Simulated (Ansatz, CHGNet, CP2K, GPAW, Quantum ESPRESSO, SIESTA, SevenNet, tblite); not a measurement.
## Quantum ESPRESSO on RbB6H6 (Fm-3) (104 atoms): settings against a plane-wave reference

How do the settings of Quantum ESPRESSO change the result for RbB6H6 (Fm-3) (104 atoms)? A plane-wave run serves as the yardstick.

Main program and level: Quantum ESPRESSO 7.5; the method is named at each step.

## (1) The structure

The cell holds 104 atoms: 8 Rb, 48 B and 48 H. Its edges and angles: a = 10.850 Å, b = 10.850 Å, c = 10.850 Å, α = 90.0°, β = 90.0°, γ = 90.0°. It derives from RbB6H6 (Fm-3), repeated 1×1×1. RbB6H6, space group Fm-3, structure from the Crystallography Open Database, 1 x 1 x 1 conventional cells; every coordinate displaced by a Gaussian of 0.02 Å; bonds to H set to neutron lengths (C-H 1.089, N-H 1.015, O-H 0.983, B-H 1.19 Å) where the listed ones are shorter. Then every atom was moved at random, 0.05 Å r.m.s. a Cartesian component (hydrogen 0.6 of that).

The yardstick, on the same geometry:

* method: Kohn-Sham DFT, PBE, PAW, plane waves (Ansatz 0.2.0); cutoff 420 eV, Γ point, fermi-dirac smearing of 0.05 eV; PAW set soft_2
* r.m.s. force component: 1.641 eV/Å
* longest force: 8.599 eV/Å
* pressure: 3.757 GPa
* gap (highest filled to lowest empty level): 4.057 eV
* SCF cycles: 8
* time: 14 s on 4 threads of Arm Neoverse V1, shared host
* CPU time: 52 s

## (2) PBE, sssp-1.3.0-efficiency, 45/360 Ry

Method: Kohn-Sham DFT, PBE, SSSP efficiency 1.3.0 pseudopotentials, plane waves.

Contents of pw.in:

```
&control
  calculation = 'scf'
  pseudo_dir = './pseudo'
  outdir = './tmp'
  disk_io = 'none'
  tprnfor = .true.
  tstress = .true.
/
&system
  ibrav = 0
  nat = 104
  ntyp = 3
  ecutwfc = 45
  ecutrho = 360
  nosym = .true.
  occupations = 'smearing'
  smearing = 'fd'
  degauss = 0.003675
/
&electrons
  conv_thr = 5.2e-07
  electron_maxstep = 100
  mixing_beta = 0.2
  mixing_mode = 'local-TF'
  diagonalization = 'david'
/
ATOMIC_SPECIES
Rb 85.468 Rb.upf
B 10.810 B.upf
H 1.008 H.upf
CELL_PARAMETERS angstrom
10.85000 0.00000 0.00000
0.00000 10.85000 0.00000
0.00000 0.00000 10.85000
ATOMIC_POSITIONS crystal
Rb 0.25146 0.24208 0.75957
Rb 0.74954 0.74541 0.74727
Rb 0.75624 0.25298 0.25357
Rb 0.24394 0.75644 0.25333
Rb 0.75304 0.75466 0.24452
Rb 0.25950 0.25196 0.25277
Rb 0.24254 0.76071 0.75463
Rb 0.74714 0.25329 0.75275
B 0.99738 0.42556 0.62504
B 0.99900 0.57048 0.64345
B 0.00027 0.42760 0.36963
B 0.99795 0.58122 0.36883
B 0.63217 0.00165 0.42167
B 0.63172 0.99232 0.57309
B 0.36348 0.99477 0.42061
B 0.36591 0.00530 0.58090
B 0.43625 0.63977 0.00128
B 0.57232 0.63398 0.00356
B 0.43571 0.37204 0.99872
B 0.57040 0.37351 0.99344
B 0.00045 0.92659 0.13077
B 0.00289 0.08261 0.12886
B 0.99778 0.92347 0.86535
B 0.99983 0.08464 0.87037
B 0.63637 0.49957 0.92521
B 0.63491 0.50621 0.07165
B 0.36783 0.50067 0.93229
B 0.36452 0.49471 0.07740
B 0.42422 0.12823 0.49793
B 0.57279 0.13416 0.49965
B 0.42391 0.87581 0.49635
B 0.56719 0.86605 0.49960
B 0.50158 0.42503 0.13092
B 0.50676 0.57836 0.13143
B 0.50063 0.42858 0.86588
B 0.51506 0.58210 0.86315
B 0.13231 0.00309 0.92264
B 0.12479 0.99227 0.07417
B 0.86675 0.99601 0.92317
B 0.86387 0.99760 0.07980
B 0.92598 0.63934 0.50139
B 0.07061 0.63027 0.50336
B 0.92876 0.37190 0.50243
B 0.08176 0.35685 0.50672
B 0.49692 0.91774 0.63847
B 0.49449 0.07940 0.63307
B 0.49600 0.93209 0.36755
B 0.50262 0.07450 0.37311
B 0.14133 0.50262 0.43407
B 0.14098 0.50791 0.56832
B 0.87119 0.50135 0.42201
B 0.86097 0.50196 0.57062
B 0.91920 0.13556 0.00021
B 0.08129 0.12981 0.99681
B 0.92122 0.86344 0.99951
B 0.07520 0.86447 0.00163
[... 44 atom lines left out ...]
H 0.89850 0.24094 0.00127
H 0.10776 0.24351 0.00090
H 0.89537 0.75912 0.99852
H 0.10335 0.75789 0.99659
K_POINTS gamma
```

Run with:

```
$ OMP_NUM_THREADS=1 mpirun -np 2 pw.x -in pw.in > output.txt
```

What it wrote:

```text
Program PWSCF
     gamma-point specific algorithms are used
     Parallelization info
     sticks:   dense  smooth     PW     G-vecs:    dense   smooth      PW
     Min        6018    3001    743               497117   175667   21909
     Max        6023    3004    746               497118   175672   21910
     Sum       12041    6005   1489               994235   351339   43819
     bravais-lattice index     =            0
     lattice parameter (alat)  =      20.5035  a.u.
     unit-cell volume          =    8619.5743 (a.u.)^3
     number of atoms/cell      =          104
     number of atomic types    =            3
     number of electrons       =       264.00
     number of Kohn-Sham states=          158
     kinetic-energy cutoff     =      45.0000  Ry
     charge density cutoff     =     360.0000  Ry
     scf convergence threshold =      5.2E-07
     mixing beta               =       0.2000
     number of iterations used =            8  local-TF  mixing
     Exchange-correlation= PBE
                           (   1   4   3   4   0   0   0)
     crystal axes: (cart. coord. in units of alat)
               a(1) = (   1.000000   0.000000   0.000000 )
               a(2) = (   0.000000   1.000000   0.000000 )
               a(3) = (   0.000000   0.000000   1.000000 )
     reciprocal axes: (cart. coord. in units 2 pi/alat)
               b(1) = (  1.000000  0.000000  0.000000 )
               b(2) = (  0.000000  1.000000  0.000000 )
               b(3) = (  0.000000  0.000000  1.000000 )
     PseudoPot. # 1 for Rb:
     Pseudo is Norm-conserving, Zval =  9.0
     PseudoPot. # 2 for B :
     Pseudo is Ultrasoft + core correction, Zval =  3.0
     PseudoPot. # 3 for H :
     Pseudo is Ultrasoft, Zval =  1.0
     atomic species   valence    mass     pseudopotential
     Rb                9.00    85.46800     Rb( 1.00)
     B                 3.00    10.81000     B ( 1.00)
     H                 1.00     1.00800     H ( 1.00)
     No symmetry found
   Cartesian axes
     number of k points=     1  Fermi-Dirac smearing, width (Ry)=  0.0037
                       cart. coord. in units 2pi/alat
        k(    1) = (   0.0000000   0.0000000   0.0000000), wk =   2.0000000
     Dense  grid:   497118 G-vectors     FFT dimensions: ( 125, 125, 125)
     Smooth grid:   175670 G-vectors     FFT dimensions: (  90,  90,  90)
     Initial potential from superposition of free atoms
     starting charge     263.7879, renormalised to     264.0000
     Starting wfcs are  280 randomized atomic wfcs
     Self-consistent Calculation
     iteration #  1     ecut=    45.00 Ry     beta= 0.20
     total energy              =    -759.46946102 Ry
     estimated scf accuracy    <      12.08019174 Ry
     iteration #  2     ecut=    45.00 Ry     beta= 0.20
     total energy              =    -754.26353643 Ry
     estimated scf accuracy    <      10.21098641 Ry
     iteration #  3     ecut=    45.00 Ry     beta= 0.20
     total energy              =    -756.14900224 Ry
     estimated scf accuracy    <       1.23531923 Ry
     iteration #  4     ecut=    45.00 Ry     beta= 0.20
     total energy              =    -755.49351157 Ry
     estimated scf accuracy    <       1.63760706 Ry
     iteration #  5     ecut=    45.00 Ry     beta= 0.20
     total energy              =    -755.87840188 Ry
     estimated scf accuracy    <       0.13443136 Ry
     iteration #  6     ecut=    45.00 Ry     beta= 0.20
     total energy              =    -755.87534416 Ry
     estimated scf accuracy    <       0.06240266 Ry
[...]
negative rho (up, down):  2.662E-06 0.000E+00
[...]
total energy              =    -755.89109663 Ry
[...]
iteration # 16     ecut=    45.00 Ry     beta= 0.20
     total energy              =    -755.89109656 Ry
     estimated scf accuracy    <       0.00000103 Ry
     iteration # 17     ecut=    45.00 Ry     beta= 0.20
     total energy              =    -755.89109658 Ry
     estimated scf accuracy    <       0.00000056 Ry
     iteration # 18     ecut=    45.00 Ry     beta= 0.20
     End of self-consistent calculation
          k = 0.0000 0.0000 0.0000 ( 21910 PWs)   bands (ev):
   -24.7491 -24.7134 -24.6941 -24.6736 -24.6630 -24.6599 -24.6245 -24.6187
   -13.5086 -13.4066 -13.1591 -13.0758  -9.8157  -9.5258  -9.4875  -9.4640
    -9.4607  -9.4307  -9.3316  -9.3170  -9.2987  -9.2519  -9.1295  -9.0769
    -8.8738  -8.8658  -8.8542  -8.8502  -8.8385  -8.8251  -8.8193  -8.8071
    -8.7879  -8.7822  -8.7683  -8.7578  -8.7558  -8.7502  -8.7458  -8.7265
    -8.6994  -8.6949  -8.6638  -8.6604  -8.6394  -8.6275  -8.5977  -8.5715
[...]
0.0155   0.0825   0.1065   0.2931   4.3528   4.6804   4.7769   4.9842
     5.1852   6.0103   6.1053   6.1910   6.2932   6.3352   6.4080   6.4655
     6.4793   6.5224   6.5497   6.6016   6.6620   6.7444   6.7695   6.7936
     6.8310   6.8441   6.9032   6.9208   6.9356   6.9699
     the Fermi energy is     2.3576 ev
!    total energy              =    -755.89109645 Ry
     estimated scf accuracy    <       0.00000035 Ry
     smearing contrib. (-TS)   =       0.00000000 Ry
     internal energy E=F+TS    =    -755.89109645 Ry
     The total energy is F=E-TS. E is the sum of the following terms:
     one-electron contribution =    -548.49351546 Ry
     hartree contribution      =     348.94707493 Ry
     xc contribution           =    -239.37092167 Ry
     ewald contribution        =    -316.97373424 Ry
     convergence has been achieved in  18 iterations
     Forces acting on atoms (cartesian axes, Ry/au):
     atom    1 type  1   force =    -0.00016992    0.00638330   -0.00183753
     atom    2 type  1   force =     0.00017519    0.00397028   -0.00085669
     atom    3 type  1   force =    -0.00215311    0.00078653   -0.00049897
     atom    4 type  1   force =     0.00304772   -0.00205373   -0.00007633
     atom    5 type  1   force =    -0.00173181   -0.00270750    0.00300172
     atom    6 type  1   force =    -0.00282725   -0.00128225   -0.00218864
[...]
atom  102 type  3   force =     0.03427658   -0.04957661   -0.00181609
     atom  103 type  3   force =    -0.05002008   -0.02452531    0.00133455
     atom  104 type  3   force =     0.04227133    0.00395405    0.00544372
     Total force =     1.121454     Total SCF correction =     0.000863
     Computing stress (Cartesian axis) and pressure
          total   stress  (Ry/bohr**3)                   (kbar)     P=       35.10
   0.00029440  -0.00001893   0.00002941           43.31       -2.78        4.33
  -0.00001893   0.00013941   0.00002440           -2.78       20.51        3.59
   0.00002941   0.00002440   0.00028202            4.33        3.59       41.49
     Message from routine punch:
     Nothing written, as per user request (disk_io='none')
```

It took 2.5 min on 2 MPI ranks of Arm Neoverse V1, shared host; peak memory 2 GiB; 5 min of CPU time.

Banners, paths, timers and routine set-up lines are dropped from the logs unmarked, and long logs keep their key lines alone; longer cuts are marked.

Against the reference:

| Quantity | Value |
| --- | --- |
| r.m.s. force component | 1.632 eV/Å |
| r.m.s. difference of force components | 12.97 meV/Å |
| longest difference of force vectors | 51.56 meV/Å |
| force difference over r.m.s. force | 0.7904 % |
| slope of forces against the reference's | 0.9945 |
| correlation of force components | 1 |
| gap (highest filled to lowest empty level) | 4.06 eV |
| gap difference | 0.0026 eV |
| pressure | 3.51 GPa |
| pressure difference | -0.2465 GPa |

Length of the force difference by element (eV/Å):

```
element  atoms    mean    most
      B     48   0.027   0.052
      H     48   0.016   0.023
     Rb      8  3.0e-4  5.0e-4
```

Levels nearest the highest filled one (eV from it): -0.64, -0.62, -0.56, -0.53, -0.51, -0.42, -0.39, -0.36, -0.28, -0.21, -0.19, 0.00, 4.06, 4.39, 4.48, 4.69, 4.89, 5.72, 5.81, 5.90, 6.00, 6.04, 6.11, 6.17.

Local excerpt of 13 atoms (numbers count through the whole input) about Rb7, picked at random; x, y, z are measured from there.

```csv
atom,x,y,z,distance (Å),bonds,Fx,Fy,Fz (eV/Å)
Rb7,0.00,0.00,0.00,0.00,12,0.09,-0.15,-0.09
H71,-2.63,1.47,0.07,3.02,1,-0.02,-1.20,-0.51
H85,-0.02,2.62,1.52,3.03,1,-0.38,-0.03,-0.95
H104,-1.51,-0.03,2.63,3.03,1,1.09,0.10,0.14
H64,0.12,2.64,-1.57,3.07,1,1.16,0.05,0.57
H58,-2.62,-1.65,-0.19,3.11,1,0.01,1.71,2.53
H65,1.63,-0.11,2.65,3.12,1,-0.11,-1.63,0.09
H93,2.83,1.40,-0.15,3.16,1,-0.17,-1.32,0.91
H90,-1.48,-0.16,-2.80,3.17,1,0.43,-1.69,0.28
H79,1.66,0.03,-2.79,3.25,1,-0.98,0.97,-0.14
H75,0.15,-2.87,1.55,3.26,1,1.36,0.21,-0.57
H84,2.75,-1.75,-0.02,3.26,1,0.46,1.28,0.56
H98,0.04,-2.85,-1.62,3.28,1,-0.46,0.35,0.90
```

Forces lie 0.79 % from the reference's, at 5.7 times its CPU time (on 2 against 4 cores).

## (3) PBE, sssp-1.3.0-efficiency, 45/360 Ry, cg

Method: Kohn-Sham DFT, PBE, SSSP efficiency 1.3.0 pseudopotentials, plane waves.

pw.in, as its differences from that of step 2:

```diff
@@ -24,3 +24,3 @@
   mixing_mode = 'local-TF'
-  diagonalization = 'david'
+  diagonalization = 'cg'
 /
```

Run with:

```
$ OMP_NUM_THREADS=1 mpirun -np 4 pw.x -in pw.in > output.txt
```

What it wrote:

```text
[banner, memory and clock lines left out]
Program PWSCF
     gamma-point specific algorithms are used
     one sub-group per band group will be used
[... lines left out ...]
     total energy              =    -756.06900209 Ry
[... lines left out ...]
     c_bands:  3 eigenvalues not converged
[... lines left out ...]
     total energy              =    -755.89109721 Ry
[... lines left out ...]
     total energy              =    -755.89109649 Ry
[... lines left out ...]
     the Fermi energy is     2.3575 ev
!    total energy              =    -755.89109641 Ry
[... lines left out ...]
     The total energy is F=E-TS. E is the sum of the following terms:
[... lines left out ...]
     convergence has been achieved in  16 iterations
     Forces acting on atoms (cartesian axes, Ry/au):
     atom    1 type  1   force =    -0.00016650    0.00638679   -0.00184698
     atom    2 type  1   force =     0.00016559    0.00395799   -0.00087875
     atom    3 type  1   force =    -0.00215251    0.00078835   -0.00048193
[...]
atom  103 type  3   force =    -0.05002196   -0.02452802    0.00133355
     atom  104 type  3   force =     0.04227322    0.00395131    0.00544290
     Total force =     1.121455     Total SCF correction =     0.001033
     Computing stress (Cartesian axis) and pressure
          total   stress  (Ry/bohr**3)                   (kbar)     P=       35.12
   0.00029450  -0.00001893   0.00002940           43.32       -2.78        4.33
  -0.00001893   0.00013951   0.00002440           -2.78       20.52        3.59
   0.00002940   0.00002440   0.00028212            4.33        3.59       41.50
     Message from routine punch:
     Nothing written, as per user request (disk_io='none')
```

Wall time 3.7 min (4 MPI ranks); peak memory 2.1 GiB.

Compared with the plane-wave run:

```yaml
r_m_s_force_component: 1.632 eV/Å
r_m_s_difference_of_force_components: 12.98 meV/Å
longest_difference_of_force_vectors: 51.63 meV/Å
force_difference_over_r_m_s_force: 0.7908 %
slope_of_forces_against_the_reference_s: 0.9945
correlation_of_force_components: 1
spacing_of_highest_filled_and_lowest_empty_level: 4.06 eV
gap_difference: 0.0026 eV
pressure: 3.511 GPa
pressure_difference: -0.2455 GPa
energy_less_the_same_level_run_s: 0 meV/atom
r_m_s_force_difference_from_the_same_level_run: 0.111 meV/Å
```

Against the first run (0.79 %), the force difference from the reference is 0.79 %, at 2.9 times the CPU time (on 4 against 2 cores): another solver or mixer reaches the same state.

The run ends at a pressure of 3.51 GPa, with forces up to 8.5 eV/Å.

## (4) All runs compared

Differences are against the plane-wave reference, forces as r.m.s. over components; share is that over the reference's r.m.s. force, slope the least-squares factor from reference forces to these. Total energies of different programs have different zeros and aren't compared.

```
                                         run  Δ force, r.m.s. (meV/Å)  share (%)  slope  Δ pressure (GPa)  Δ gap (eV)  cores  CPU time  memory (GiB)
                                   reference                        -          -      -                 -           -      4      52 s           1.1
    QE PBE, sssp-1.3.0-efficiency, 45/360 Ry                     13.0      0.790  0.995            -0.246      0.0026      2     5 min           2.0
QE PBE, sssp-1.3.0-efficiency, 45/360 Ry, cg                     13.0      0.791  0.995            -0.245      0.0026      4    15 min           2.1
```

CPU time is summed over cores on a shared host, where runs went side by side, so it is rough. Symmetry, cutoffs, thresholds, outputs and thread counts weren't matched or tuned between programs; memory under MPI is the largest rank's times the ranks.

Within one program, basis, potentials and functional, energies share a zero. Each run against its twin at the usual cutoff or grid and solver:

```
                                         run                              twin  Δ energy (meV/atom)  Δ force, r.m.s. (meV/Å)        CPU time over the twin's
QE PBE, sssp-1.3.0-efficiency, 45/360 Ry, cg  sssp-1.3.0-efficiency, 45/360 Ry                    0                    0.111  2.9 (this twin ran on 2 cores)
```

A second geometry, displaced anew (every atom was moved at random, 0.08 Å r.m.s. a Cartesian component (hydrogen 0.6 of that)), gives an energy difference that all programs can be tested on. The reference puts it at 97.16 meV/atom.

```csv
run,energy less the first geometry's (meV/atom),error (meV/atom),force share at the second geometry (%)
"QE PBE, sssp-1.3.0-efficiency, 45/360 Ry",96.87,-0.291,0.665
"QE PBE, sssp-1.3.0-efficiency, 45/360 Ry, cg",96.87,-0.291,0.667
```

## (5) Results

| Item | Value |
| --- | --- |
| nearest in forces | a tie at 0.79 % of 2 runs: QE PBE, sssp-1.3.0-efficiency, 45/360 Ry; QE PBE, sssp-1.3.0-efficiency, 45/360 Ry, cg |

**Reading.** PBE on plane waves or a grid with other potentials, cutoffs or grids differs from the reference by 0.79 % in each run of the r.m.s. force; this holds the reference's own error, so differences of a few per cent don't tell which side is nearer the exact PBE result (QE's 45 Ry are 612 eV, against the reference's 420 eV). None of the electronic-structure runs in the table takes under half the reference's CPU time of 52 s; they take 5.7 to 17 times as much. PBE gaps agree with the reference's 4.06 eV within 0.003 eV. These are spacings on the run's k-points, which needn't hold the band edges. All runs miss the energy difference between the two geometries, 97.2 meV/atom in the reference, by about 0.29 meV/atom. The published positions, changed by the recipe (random displacements or longer bonds to H), lie far from the minimum at this level of theory. The reference's pressure of 3.8 GPa belongs to a cell and atoms that aren't relaxed at this level. The electronic-structure runs sample only Γ, in a cell whose shortest periodic width is 11 Å.

[Also dropped from logs without a mark: logging warnings of Python, and SIESTA's first energy breakdown and zero terms.]

[Logs are printed without paths, hosts, clocks, repeated set-up lines and the standing remarks that a program may print on its own settings, such as how far it seeks lower states.]

[Hosts, paths, dates, database ids (printed as entryN), source tags and the programs' standing remarks are cut or masked in the printed files.]
